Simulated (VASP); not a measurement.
# TiTe2: formation energy of a vacancy on the Ti site, part 2 of 4

Wanted: what a vacancy on the Ti site costs in TiTe2 and how the lattice relaxes round it. The start is a cell from a database of measured crystal structures.

VASP 6.6.1, plane waves and PAW; the level of theory is named at each step.

So far. Step 2 (The host at zero pressure): The run ended after 8 ionic steps, 0.005 eV below its first step, once forces and stress met EDIFFG = -0.02.

### Step 3. The supercell without the defect

Level of this step: PBE, no spin polarisation; plane waves and PAW (Te, Ti) (VASP).

System of this step: TiTe2. It takes space group P-3m1 (No. 164, trigonal). Conventional cell: a = 3.790 Å, b = 3.790 Å, c = 6.595 Å, α = 90.00°, β = 90.00°, γ = 120.00°. Nearest to Te lie 3 Ti at 2.77 Å. Ti has 6 Te at 2.77 Å nearest. Farther neighbours and most contacts between anions are not listed.

The same cell, mesh and cutoff without the defect give the energy to subtract and, in a gapped host, the band edges to count from, so that most errors cancel.

INCAR reads:

```
SYSTEM = TiTe2
PREC = Normal
ENCUT = 300
EDIFF = 1E-05
NELM = 120
ISMEAR = 1
SIGMA = 0.2
LREAL = Auto
ALGO = Fast
GGA = PE
NBANDS = 124
LASPH = .TRUE.
LORBIT = 11
LWAVE = .FALSE.
LCHARG = .FALSE.
KPAR = 4
```

POSCAR reads:

```
TiTe2
1.0
   -5.6853311748      3.2824274842      6.5950495865
    5.6853311748     -3.2824274842      6.5950495865
    5.6853311748      9.8472824526    -19.7851487595
Te Ti
24 12
Direct
    0.7046888931      0.5380222264      0.1666666667
    0.2046888931      0.0380222264      0.1666666667
    0.2046888931      0.5380222264      0.3333333333
    0.7046888931      0.0380222264      0.3333333333
    0.7046888931      0.5380222264      0.5000000000
    0.2046888931      0.0380222264      0.5000000000
    0.2046888931      0.5380222264      0.6666666667
    0.7046888931      0.0380222264      0.6666666667
    0.7046888931      0.5380222264      0.8333333333
    0.2046888931      0.0380222264      0.8333333333
    0.2046888931      0.5380222264      0.0000000000
    0.7046888931      0.0380222264      0.0000000000
    0.2953111069      0.4619777736      0.1666666667
    0.7953111069      0.9619777736      0.1666666667
    0.7953111069      0.4619777736      0.3333333333
    0.2953111069      0.9619777736      0.3333333333
    0.2953111069      0.4619777736      0.5000000000
    0.7953111069      0.9619777736      0.5000000000
    0.7953111069      0.4619777736      0.6666666667
    0.2953111069      0.9619777736      0.6666666667
    0.2953111069      0.4619777736      0.8333333333
    0.7953111069      0.9619777736      0.8333333333
    0.7953111069      0.4619777736      0.0000000000
    0.2953111069      0.9619777736      0.0000000000
    0.0000000000      0.0000000000      0.0000000000
    0.5000000000      0.5000000000      0.0000000000
    0.5000000000      0.0000000000      0.1666666667
    0.0000000000      0.5000000000      0.1666666667
    0.0000000000      0.0000000000      0.3333333333
    0.5000000000      0.5000000000      0.3333333333
    0.5000000000      0.0000000000      0.5000000000
    0.0000000000      0.5000000000      0.5000000000
    0.0000000000      0.0000000000      0.6666666667
    0.5000000000      0.5000000000      0.6666666667
    0.5000000000      0.0000000000      0.8333333333
    0.0000000000      0.5000000000      0.8333333333
```

KPOINTS reads:

```
Automatic mesh
0
Gamma
4 4 4
0 0 0
```

PAW data sets: Te and Ti (PBE family, release 64).

Run with:

```console
> mpirun -np 4 vasp_std
```

Log:

```text
[banner, memory and clock lines left out]
running    4 mpi-ranks, on    1 nodes
 distrk:  each k-point on    1 cores,    4 groups
 distr:  one band on    1 cores,    1 groups

 POSCAR found type information on POSCAR TeTi
 POSCAR found :  2 types and      36 ions
 LDA part: xc-table for (Slater+PW92), standard interpolation
 POSCAR, INCAR and KPOINTS ok, starting setup
 FFT: planning ... GRIDC
 FFT: planning ... GRID_SOFT
 FFT: planning ... GRID
 WAVECAR not read
 entering main loop
       N       E                     dE             d eps       ncg     rms          rms(c)
DAV:   1     0.102397164606E+04    0.10240E+04   -0.46701E+04  6040   0.828E+02
DAV:   2    -0.108705731636E+02   -0.10348E+04   -0.99240E+03  6020   0.221E+02
DAV:   3    -0.210030014860E+03   -0.19916E+03   -0.19023E+03  8260   0.875E+01
DAV:   4    -0.220874878364E+03   -0.10845E+02   -0.10688E+02  7528   0.225E+01
DAV:   5    -0.221156815022E+03   -0.28194E+00   -0.28135E+00  7720   0.464E+00    0.462E+01
RMM:   6    -0.215968350510E+03    0.51885E+01   -0.41742E+02  6725   0.437E+01    0.290E+01
RMM:   7    -0.193747206211E+03    0.22221E+02   -0.14301E+02  6049   0.321E+01    0.238E+01
RMM:   8    -0.195375508846E+03   -0.16283E+01   -0.52384E+01  6040   0.141E+01    0.123E+01
RMM:   9    -0.193464133115E+03    0.19114E+01   -0.89960E+00  6766   0.722E+00    0.504E+00
RMM:  10    -0.193200865315E+03    0.26327E+00   -0.41554E+00  6832   0.431E+00    0.119E+00
RMM:  11    -0.193274716545E+03   -0.73851E-01   -0.92322E-01  7401   0.136E+00    0.112E+00
RMM:  12    -0.193265838162E+03    0.88784E-02   -0.42747E-01  6846   0.110E+00    0.906E-01
RMM:  13    -0.193247167691E+03    0.18670E-01   -0.73587E-02  6918   0.740E-01    0.295E-01
RMM:  14    -0.193248835292E+03   -0.16676E-02   -0.15733E-02  7999   0.221E-01    0.204E-01
RMM:  15    -0.193248953292E+03   -0.11800E-03   -0.38802E-03  8331   0.115E-01    0.267E-01
RMM:  16    -0.193248933652E+03    0.19640E-04   -0.11024E-03  7740   0.529E-02    0.139E-01
RMM:  17    -0.193249020167E+03   -0.86516E-04   -0.65900E-04  7746   0.405E-02    0.833E-02
RMM:  18    -0.193249001539E+03    0.18629E-04   -0.93307E-05  6634   0.205E-02    0.727E-02
RMM:  19    -0.193248938295E+03    0.63244E-04   -0.75954E-05  6094   0.220E-02    0.375E-02
RMM:  20    -0.193248915686E+03    0.22609E-04   -0.28942E-04  7606   0.260E-02    0.179E-02
RMM:  21    -0.193248913474E+03    0.22123E-05   -0.10194E-05  4526   0.669E-03
   1 F= -.19324891E+03 E0= -.19324780E+03  d E =-.334315E-02
```

Elapsed: 13 min, on 4 MPI ranks of Intel Xeon Platinum 8488C (Sapphire Rapids), shared host; peak memory 3.7 GiB; 50 min of CPU time.

From OUTCAR (step 3):

```text
  LATTYP: Found a face centered orthorhombic cell.
 ALAT       =    13.1297099368
 B/A-ratio  =     1.0045994341
 C/A-ratio  =     1.7320508076

 Subroutine GETGRP returns: Found  4 space group operations
 (whereof  4 operations were pure point group operations)

The static configuration has the point symmetry C_2h.

 Found     24 irreducible k-points:

   k-points           NKPTS =     24   k-points in BZ     NKDIM =     24   number of bands    NBANDS=    124

   dimension x,y,z NGX =    40 NGY =   40 NGZ =   98
   dimension x,y,z NGXF=    80 NGYF=   80 NGZF=  196

   ENCUT  =  300.0 eV  22.05 Ry    4.70 a.u.  13.14 13.14 32.23*2*pi/ulx,y,z

   NELECT =     192.0000    total number of electrons

 E-fermi :   5.4326

 k-point     1 :       0.0000    0.0000    0.0000
  band No.  band energies     occupation
    ...
     92       4.7621      2.00002
     93       4.7621      2.00002
     94       5.1516      2.06319
     95       5.1516      2.06319
     96       5.4245      1.06787
     97       5.7538     -0.04554
     98       5.7539     -0.04553
     99       5.7547     -0.04515
    100       5.8047     -0.02442
    101       5.8047     -0.02442
    ...

 k-point     2 :       0.2500    0.0000   -0.0000
  band No.  band energies     occupation
    ...
     93       4.9564      2.00388
     94       5.0142      2.01176
     95       5.2214      2.05997
     96       5.2692      1.98852
     97       5.4360      0.97082
     98       5.6352     -0.05287
     99       5.6353     -0.05303
    100       5.6664     -0.06990
    101       5.8049     -0.02435
    102       5.8267     -0.01755
    ...

  Total       -0.9292133     -0.8113365      6.2003447      0.1020844      0.0760601     -0.1317399
  in kB       -1.5120531     -1.3202392     10.0894491      0.1661157      0.1237681     -0.2143725
  external PRESSURE =       2.4190522 kB  Pullay stress =       0.0000000 kB

  energy-cutoff  :      300.00
  volume of cell :      984.60
      direct lattice vectors                 reciprocal lattice vectors
    -5.685331175  3.282427484  6.595049587     0.000000000  0.152326290  0.075814441
     5.685331175 -3.282427484  6.595049587     0.131918437  0.076163145  0.075814441
     5.685331175  9.847282453-19.785148760     0.043972812  0.076163145  0.000000000

 POSITION                                       TOTAL-FORCE (eV/Angst)
 -----------------------------------------------------------------------------------
      0.00000      2.18828      4.89822        -0.001528      0.000882     -0.080042
      0.00000      2.18828     -1.69683        -0.001528      0.000882     -0.080042
      3.79022      2.18828     -1.69683        -0.001528      0.000882     -0.080042
     -1.89511      5.47071     -1.69683        -0.001528      0.000882     -0.080042
      1.89511      5.47071     -1.69683        -0.001528      0.000882     -0.080042
      1.89511      5.47071     -8.29188        -0.001528      0.000882     -0.080042
      5.68533      5.47071     -8.29188        -0.001528      0.000882     -0.080042
      0.00000      8.75314     -8.29188        -0.001528      0.000882     -0.080042
      3.79022      8.75314     -8.29188        -0.001528      0.000882     -0.080042
      3.79022      8.75314    -14.88693        -0.001528      0.000882     -0.080042
      1.89511     -1.09414      4.89822        -0.001528      0.000882     -0.080042
     -3.79022      2.18828      4.89822        -0.001528      0.000882     -0.080042
      1.89511      1.09414      1.69683         0.001528     -0.000882      0.080042
      1.89511      1.09414      8.29188         0.001528     -0.000882      0.080042
     -0.00000      4.37657      1.69683         0.001528     -0.000882      0.080042
      5.68533      1.09414      1.69683         0.001528     -0.000882      0.080042
      3.79022      4.37657     -4.89822         0.001528     -0.000882      0.080042
      3.79022      4.37657      1.69683         0.001528     -0.000882      0.080042
      1.89511      7.65900     -4.89822         0.001528     -0.000882      0.080042
      7.58044      4.37657     -4.89822         0.001528     -0.000882      0.080042
      5.68533      7.65900    -11.49327         0.001528     -0.000882      0.080042
      5.68533      7.65900     -4.89822         0.001528     -0.000882      0.080042
     -1.89511      1.09414      8.29188         0.001528     -0.000882      0.080042
      3.79022     -2.18828      8.29188         0.001528     -0.000882      0.080042
      0.00000      0.00000      0.00000         0.000000      0.000000      0.000000
      0.00000      0.00000      6.59505         0.000000      0.000000      0.000000
     -1.89511      3.28243     -0.00000         0.000000      0.000000      0.000000
      3.79022      0.00000     -0.00000         0.000000      0.000000      0.000000
      1.89511      3.28243     -6.59505         0.000000      0.000000      0.000000
      1.89511      3.28243      0.00000         0.000000      0.000000      0.000000
      0.00000      6.56485     -6.59505         0.000000      0.000000      0.000000
      5.68533      3.28243     -6.59505         0.000000      0.000000      0.000000
      3.79022      6.56485    -13.19010         0.000000      0.000000      0.000000
      3.79022      6.56485     -6.59505         0.000000      0.000000      0.000000
      1.89511      9.84728    -13.19010         0.000000      0.000000      0.000000
      7.58044      6.56485    -13.19010         0.000000      0.000000      0.000000
 -----------------------------------------------------------------------------------
    total drift:                                0.000000      0.000000      0.000000

  FREE ENERGIE OF THE ION-ELECTRON SYSTEM (eV)
  ---------------------------------------------------
  free  energy   TOTEN  =      -193.2489134739 eV

  energy  without entropy=     -193.2455703234  energy(sigma->0) =     -193.24779909

 total charge
# of ion       s       p       d       tot
------------------------------------------
    1        1.384   1.991   0.036   3.412
    2        1.384   1.991   0.036   3.412
    3        1.384   1.991   0.036   3.412
    4        1.384   1.991   0.036   3.412
    5        1.384   1.991   0.036   3.412
    6        1.384   1.991   0.036   3.412
    7        1.384   1.991   0.036   3.412
    8        1.384   1.991   0.036   3.412
    9        1.384   1.991   0.036   3.412
   10        1.384   1.991   0.036   3.412
   11        1.384   1.991   0.036   3.412
   12        1.384   1.991   0.036   3.412
   13        1.384   1.991   0.036   3.412
   14        1.384   1.991   0.036   3.412
   15        1.384   1.991   0.036   3.412
   16        1.384   1.991   0.036   3.412
   17        1.384   1.991   0.036   3.412
   18        1.384   1.991   0.036   3.412
   19        1.384   1.991   0.036   3.412
   20        1.384   1.991   0.036   3.412
   21        1.384   1.991   0.036   3.412
   22        1.384   1.991   0.036   3.412
   23        1.384   1.991   0.036   3.412
   24        1.384   1.991   0.036   3.412
   25        0.390   0.582   2.376   3.348
   26        0.390   0.582   2.376   3.348
   27        0.390   0.582   2.376   3.348
   28        0.390   0.582   2.376   3.348
   29        0.390   0.582   2.376   3.348
   30        0.390   0.582   2.376   3.348
   31        0.390   0.582   2.376   3.348
   32        0.390   0.582   2.376   3.348
   33        0.390   0.582   2.376   3.348
   34        0.390   0.582   2.376   3.348
   35        0.390   0.582   2.376   3.348
   36        0.390   0.582   2.376   3.348
--------------------------------------------------
tot         37.898  54.777  29.376 122.051

[... 7 further parts left out ...]
```

This step gave:

* electronic cycles: 21
* electrons: 192
* free energy (TOTEN): -193.2489 eV
* energy at zero smearing: -193.2478 eV
* Fermi energy: 5.433 eV

Force (size) by element, in eV/Å:

| element | atoms | mean | spread (r.m.s.) | least | largest |
| --- | --- | --- | --- | --- | --- |
| Te | 24 | 0.0801 | 0.0000 | 0.0801 | 0.0801 |
| Ti | 12 | 0.0000 | 0.0000 | 0.0000 | 0.0000 |

The atoms with the largest values:

| atom | x, y, z (Å) | force (eV/Å) |
| --- | --- | --- |
| Te1 | 0.00, 2.19, 4.90 | -0.0015, 0.0009, -0.0800 |
| Te2 | 0.00, 2.19, -1.70 | -0.0015, 0.0009, -0.0800 |
| Te3 | 3.79, 2.19, -1.70 | -0.0015, 0.0009, -0.0800 |
| Te4 | -1.90, 5.47, -1.70 | -0.0015, 0.0009, -0.0800 |
| Te5 | 1.90, 5.47, -1.70 | -0.0015, 0.0009, -0.0800 |
| Te6 | 1.90, 5.47, -8.29 | -0.0015, 0.0009, -0.0800 |
| Te7 | 5.69, 5.47, -8.29 | -0.0015, 0.0009, -0.0800 |
| Te8 | 0.00, 8.75, -8.29 | -0.0015, 0.0009, -0.0800 |

The host is treated as a metal, as its relaxation found a gap under 0.3 eV or none, and only the neutral defect is run.

[end of part 2 of 4]

[Lines on the potential files, build, host, timing and source positions are cut from VASP's logs without a mark.]

[Logs are printed without paths, hosts, clocks, repeated set-up lines and the standing remarks that a program may print on its own settings, such as how far it seeks lower states.]

[Hosts, paths, dates, database ids (printed as entryN), source tags and the programs' standing remarks are cut or masked in the printed files.]

[In band tables of VASP the shares of atoms and orbitals are scaled to a sum of 1 inside the atoms' spheres.]

[Runs that stopped without an error message from VASP are left out.]
